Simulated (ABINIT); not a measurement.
# Mo (Im-3m) in ABINIT: further runs, part 2 of 2

ABINIT 10.8.3 (patched build). The steps go on from the part before.

## Step 4: Band structure, TB-mBJ

Input file run.abi:

```
ndtset 2

pp_dirpath "./"
pseudos "Mo.LDA_PW-JTH.xml"

acell 5.1839677754 5.1839677754 5.1839677754
rprim
    -0.5773502692     0.5773502692     0.5773502692
     0.5773502692    -0.5773502692     0.5773502692
     0.5773502692     0.5773502692    -0.5773502692
ntypat 1
znucl 42
natom 1
typat 1
xred
     0.0000000000     0.0000000000     0.0000000000

ecut 489.804952 eV
pawecutdg 36.0

ixc -208012
usekden 1
pawxcdev 0

occopt 3
tsmear 0.00183747

nstep 100
diemix 0.3
optforces 0
optstress 0

iomode 3
prtwf 0
prteig 0
prtebands 0
enunit 1
prtden1 1
prtkden1 1
prtvha1 1
prtvclmb1 1
prtpot1 1

kptopt1 1
ngkpt1 12 12 12
nshiftk1 1
shiftk1 0.0 0.0 0.0
nband1 11
tolvrs1 1.0e-7

iscf2 -2
getden2 1
getkden2 1
nband2 15
nbdbuf2 2
tolwfr2 1.0e-12
kptopt2 -5
ndivsm2 8
prteig2 1
kptbounds2
     0.0000000000     0.0000000000     0.0000000000
     0.5000000000    -0.5000000000     0.5000000000
     0.0000000000     0.0000000000     0.5000000000
     0.0000000000     0.0000000000     0.0000000000
     0.2500000000     0.2500000000     0.2500000000
     0.5000000000    -0.5000000000     0.5000000000
```

Potentials or basis: JTH PAW LDA v2.0.

Run with:

```
abinit run.abi > log 2>&1
```

run.abo:

```text
.Version 10.8.3 of ABINIT
 DATASET    1 : space group Im -3 m (#229); Bravais cI (body-center cubic)
================================================================================
 Values of the parameters that define the memory need for DATASET  1.
     intxc =       0    ionmov =       0      iscf =       7    lmnmax =      18
     lnmax =       6     mgfft =      20  mpssoang =       3    mqgrid =    3001
     natom =       1  nloc_mem =       2    nspden =       1   nspinor =       1
    nsppol =       1      nsym =      48    n1xccc =       1    ntypat =       1
    occopt =       3   xclevel =       2
       mpw =         402          nfft =        8000          nkpt =          72
 PAW method is used; the additional fine FFT grid is defined by:
   mgfftf=        30    nfftf =     27000
================================================================================
================================================================================

 DATASET    2 : space group Im -3 m (#229); Bravais cI (body-center cubic)
================================================================================
 Values of the parameters that define the memory need for DATASET  2.
     intxc =       0    ionmov =       0      iscf =      -2    lmnmax =      18
     lnmax =       6     mgfft =      20  mpssoang =       3    mqgrid =    3001
     natom =       1  nloc_mem =       2    nspden =       1   nspinor =       1
    nsppol =       1      nsym =      48    n1xccc =       1    ntypat =       1
    occopt =       3   xclevel =       2
       mpw =         402          nfft =        8000          nkpt =          48
 PAW method is used; the additional fine FFT grid is defined by:
   mgfftf=        30    nfftf =     27000
================================================================================
================================================================================

--------------------------------------------------------------------------------
------------- Echo of variables that govern the present computation ------------
--------------------------------------------------------------------------------
 -outvars: echo values of preprocessed input variables --------
            acell      5.1839677754E+00  5.1839677754E+00  5.1839677754E+00 Bohr
              amu      9.59400000E+01
           diemix      3.00000000E-01
             ecut      1.80000000E+01 Hartree
           enunit           1
           getden1          0
           getden2          1
          getkden1          0
          getkden2          1
             iscf1          7
             iscf2         -2
                       outvar_i_n : Printing only first  50 k-points.
              ixc     -208012
           jdtset        1    2
                       outvar_i_n : Printing only first  50 k-points.
           kptopt1          1
           kptopt2         -5
         kptrlatt       12    0    0      0   12    0      0    0   12
          kptrlen1     6.22076133E+01
          kptrlen2     3.00000000E+01
            natom           1
            nband1         11
            nband2         15
           nbdbuf1          0
           nbdbuf2          2
           ndtset           2
           ndivsm1          0
           ndivsm2          8
            ngfft          20      20      20
[... 534 lines left out ...]
 -1.7498E+00 -8.1656E-01 -8.1656E-01 -8.1485E-01  3.0484E-01  3.0484E-01
  6.0185E-01  6.2259E-01  6.2259E-01  8.4659E-01  8.4659E-01  8.5275E-01
  1.2165E+00  1.2460E+00  1.2460E+00
 Non-SCF case, kpt   48 (  0.50000 -0.50000  0.50000), residuals and eigenvalues=
  7.83E-13  3.09E-13  8.39E-13  2.52E-13  2.59E-13  6.19E-13  8.34E-13  8.41E-13
  3.82E-13  3.37E-13  3.30E-13  8.27E-13  3.70E-13  5.44E-13  9.27E-13
 -1.7495E+00 -8.1640E-01 -8.1640E-01 -8.1640E-01  3.0062E-01  3.0062E-01
  6.2730E-01  6.2730E-01  6.2730E-01  8.4081E-01  8.4081E-01  8.4081E-01
  1.1981E+00  1.2505E+00  1.2505E+00

Result for kinetic energy density :

--------------------------------------------------------------------------------
 Total kinetic energy density [Ha/Bohr^3]
)     Maximum=    5.2054E-01  at reduced coord.    0.9667    0.9667    0.9667
)     Minimum=    1.2084E-02  at reduced coord.    0.7333    0.5000    0.2333
   Integrated=    9.7173E+00
--------------------------------------------------------------------------------

--- !ResultsGS
iteration_state: {dtset: 2, }
comment   : Summary of ground state results
lattice_vectors:
- [ -2.9929652,   2.9929652,   2.9929652, ]
- [  2.9929652,  -2.9929652,   2.9929652, ]
- [  2.9929652,   2.9929652,  -2.9929652, ]
lattice_lengths: [   5.18397,    5.18397,    5.18397, ]
lattice_angles: [109.471, 109.471, 109.471, ] # degrees, (23, 13, 12)
lattice_volume:   1.0724202E+02
convergence: {deltae:  0.000E+00, res2:  0.000E+00, residm:  9.964E-13, diffor:  0.000E+00, }
etotal    :  -5.91495663E+01
entropy   :   0.00000000E+00
fermie    :   4.90910812E-01
cartesian_stress_tensor: null
pressure_GPa: null
xred      :
- [  0.0000E+00,   0.0000E+00,   0.0000E+00, Mo]
cartesian_forces: null
force_length_stats: {min: null, max: null, mean: null, }
...

 Integrated electronic density in atomic spheres:
 ------------------------------------------------
 Atom  Sphere_radius  Integrated_density
    1        2.20740         11.32227040

================================================================================

 ----iterations are completed or convergence reached----

 Mean square residual over all n,k,spin=   42.259E-14; max=  99.643E-14
 reduced coordinates (array xred) for    1 atoms
       0.000000000000      0.000000000000      0.000000000000

 cartesian coordinates (angstrom) at end:
    1      0.00000000000000     0.00000000000000     0.00000000000000
 length scales=  5.183967775400  5.183967775400  5.183967775400 bohr
              =  2.743237606936  2.743237606936  2.743237606936 angstroms
 Eigenvalues (   eV  ) for nkpt=  48  k points:
 kpt#   1, nband= 15, wtk=  1.00000, kpt=  0.0000  0.0000  0.0000 (reduced coord)
 -48.02588  -21.29933  -21.29933  -21.29933    6.51686   11.93986   11.93986   11.93986
  15.04616   15.04616   29.03866   29.03866   29.03866   39.77737   39.77737
 kpt#   2, nband= 15, wtk=  1.00000, kpt=  0.0455 -0.0455  0.0455 (reduced coord)
 -48.01618  -21.33872  -21.31715  -21.31715    6.69756   11.93232   11.93232   12.01884
  14.81837   15.12718   29.20707   29.33438   29.33438   38.05200   40.12873
 kpt#   3, nband= 15, wtk=  1.00000, kpt=  0.0909 -0.0909  0.0909 (reduced coord)
 -47.98815  -21.44810  -21.36938  -21.36938    7.21429   11.93022   11.93022   12.25321
  14.19768   15.35720   29.65346   30.17698   30.17698   35.20966   41.17466
 kpt#   4, nband= 15, wtk=  1.00000, kpt=  0.1364 -0.1364  0.1364 (reduced coord)
 -47.94477  -21.60419  -21.45234  -21.45234    7.98883   11.98421   11.98421   12.63499
  13.32521   15.69721   30.25656   31.41318   31.41318   32.55377   40.80315
 kpt#   5, nband= 15, wtk=  1.00000, kpt=  0.1818 -0.1818  0.1818 (reduced coord)
 -47.89055  -21.77682  -21.55997  -21.55997    8.87920   12.15259   12.15259   12.34371
  13.14986   16.09449   30.49508   30.91666   32.62757   32.62757   39.27070
 kpt#   6, nband= 15, wtk=  1.00000, kpt=  0.2273 -0.2273  0.2273 (reduced coord)
 -47.83084  -21.93740  -21.68405  -21.68405    9.65816   11.36170   12.48364   12.48364
[... 113 lines left out ...]
 -47.68778  -22.25630  -22.25630  -21.70560    9.78203    9.78203   11.70913   15.82454
  15.82454   23.94010   24.09228   24.09228   33.30276   33.30276   36.44023
 kpt#  45, nband= 15, wtk=  1.00000, kpt=  0.4250 -0.2750  0.4250 (reduced coord)
 -47.65811  -22.24559  -22.24559  -21.88720    9.14561    9.14561   13.19225   16.20869
  16.20869   23.83973   23.83973   23.93300   33.33325   33.33325   36.08991
 kpt#  46, nband= 15, wtk=  1.00000, kpt=  0.4500 -0.3500  0.4500 (reduced coord)
 -47.63194  -22.23128  -22.23128  -22.05553    8.62850    8.62850   14.85826   16.61546
  16.61546   23.42203   23.42203   23.69451   33.61409   33.61409   34.47107
 kpt#  47, nband= 15, wtk=  1.00000, kpt=  0.4750 -0.4250  0.4750 (reduced coord)
 -47.61398  -22.21968  -22.21968  -22.17318    8.29505    8.29505   16.37715   16.94145
  16.94145   23.03682   23.03682   23.20446   33.10165   33.90668   33.90668
 kpt#  48, nband= 15, wtk=  1.00000, kpt=  0.5000 -0.5000  0.5000 (reduced coord)
 -47.60758  -22.21527  -22.21527  -22.21527    8.18021    8.18021   17.06962   17.06962
  17.06962   22.87972   22.87972   22.87972   32.60245   34.02673   34.02673

== END DATASET(S) ==============================================================
================================================================================

 -outvars: echo values of variables after computation  --------
            acell      5.1839677754E+00  5.1839677754E+00  5.1839677754E+00 Bohr
           etotal1    -5.9149566297E+01
            fcart1     9.9999999999E+99  9.9999999999E+99  9.9999999999E+99
            rprim     -5.7735026920E-01  5.7735026920E-01  5.7735026920E-01
                       5.7735026920E-01 -5.7735026920E-01  5.7735026920E-01
                       5.7735026920E-01  5.7735026920E-01 -5.7735026920E-01
           strten1     9.9999999999E+99  9.9999999999E+99  9.9999999999E+99
                       9.9999999999E+99  9.9999999999E+99  9.9999999999E+99
 Calculation completed.
```

Wall time 2.6 min (1 thread of Arm Neoverse N1, shared host); peak memory 0.11 GiB.

Results:

```yaml
Band_gap_on_the_k_mesh: none (metal or under the smearing width)
Valence_electrons_inside_the_program's_atomic_spheres: Mo 11.32 (radii [1.1681] Å)
```

Levels at the corners of the path, in eV from the Fermi level:
```
point  band 3  band 4  band 5  band 6  band 7  band 8  band 9  band 10  band 11  band 12
    Γ  -34.66  -34.66   -6.84   -1.42   -1.42   -1.42    1.69     1.69    15.68    15.68
    H  -35.57  -35.57   -5.18   -5.18    3.71    3.71    3.71     9.52     9.52     9.52
    N  -35.08  -34.67   -5.10   -3.36    1.65    1.99    2.29     4.44    11.41    12.65
    Γ  -34.66  -34.66   -6.84   -1.42   -1.42   -1.42    1.69     1.69    15.68    15.68
    P  -35.33  -35.33   -2.53   -2.53   -2.53    2.41    2.41     9.78    11.64    11.64
    H  -35.57  -35.57   -5.18   -5.18    3.71    3.71    3.71     9.52     9.52     9.52
```

Caveat: the constant c of TB-mBJ comes from the pseudo density here, which moves gaps by up to 0.3 eV between sets of potentials; the PAW data sets were made with another functional, which shifts forces and pressure a little.

## Step 5: Band structure, SCAN

run.abi, as its differences from that of step 4:

```diff
@@ -3,3 +3,3 @@
 pp_dirpath "./"
-pseudos "Mo.LDA_PW-JTH.xml"
+pseudos "Mo.GGA_PBE-JTH.xml"
 
@@ -17,6 +17,6 @@
 
-ecut 489.804952 eV
+ecut 18.0
 pawecutdg 36.0
 
-ixc -208012
+ixc -263267
 usekden 1
@@ -25,8 +25,5 @@
 occopt 3
-tsmear 0.00183747
+tsmear 0.05 eV
 
 nstep 100
-diemix 0.3
-optforces 0
-optstress 0
 
@@ -59,2 +56,3 @@
 prteig2 1
+prtvol2 -3
 kptbounds2
```

Potentials or basis: JTH PAW PBE v2.0.

Run with:

```
abinit run.abi > log 2>&1
```

Run time: 58 s. Hardware: 1 thread of Arm Neoverse N1, shared host; peak memory 0.11 GiB.

It converged, with:

| Property | Result |
| --- | --- |
| Free energy | -1496.0914 eV |
| Pressure | -4.9 GPa |
| Band gap on the k mesh | none (metal or under the smearing width) |
| Valence electrons inside the program's atomic spheres | Mo 11.24 (radii [1.1681] Å) |

Levels at the corners of the path, in eV from the Fermi level:
```tsv
point	band 5	band 6	band 7	band 8	band 9	band 10
Γ	-7.71	-1.49	-1.49	-1.49	1.99	1.99
H	-5.38	-5.38	4.08	4.08	4.08	9.15
N	-5.51	-3.58	1.49	1.89	2.64	4.87
Γ	-7.71	-1.49	-1.49	-1.49	1.99	1.99
P	-2.81	-2.81	-2.81	2.77	2.77	9.71
H	-5.38	-5.38	4.08	4.08	4.08	9.15
```

Caveat: totals of a meta-GGA on PAW files have another zero than those of a GGA; the PAW data sets were made with another functional, which shifts forces and pressure a little.

## Step 6: The runs side by side

```tsv
task	level	potentials or basis	cutoff (eV)	fine-grid cutoff	dispersion computed by	gap on the mesh (eV)	pressure (GPa)
band structure	PBEsol	JTH PAW PBE v2.0	408	816.342 eV	-	none	-9.0
equation of state	BLYP+D4	JTH PAW PBE v2.0	408	816.342 eV	dftd4 4.3.1	-	-
band structure	TB-mBJ	JTH PAW LDA v2.0	490	979.61 eV	-	none	-
band structure	SCAN	JTH PAW PBE v2.0	490	979.61 eV	-	none	-4.9
```

Alike in all rows: no spin polarisation; cell as given; k mesh 12 × 12 × 12; smearing fermi-dirac 0.05 eV.

Caveats: the PAW data sets were made with another functional, which shifts forces and pressure a little; pressures at fixed basis lie under the slope of the energies (some runs); the constant c of TB-mBJ comes from the pseudo density here, which moves gaps by up to 0.3 eV between sets of potentials (some runs); totals of a meta-GGA on PAW files have another zero than those of a GGA (some runs).

Absolute energies hang on the potentials; compare differences alone.
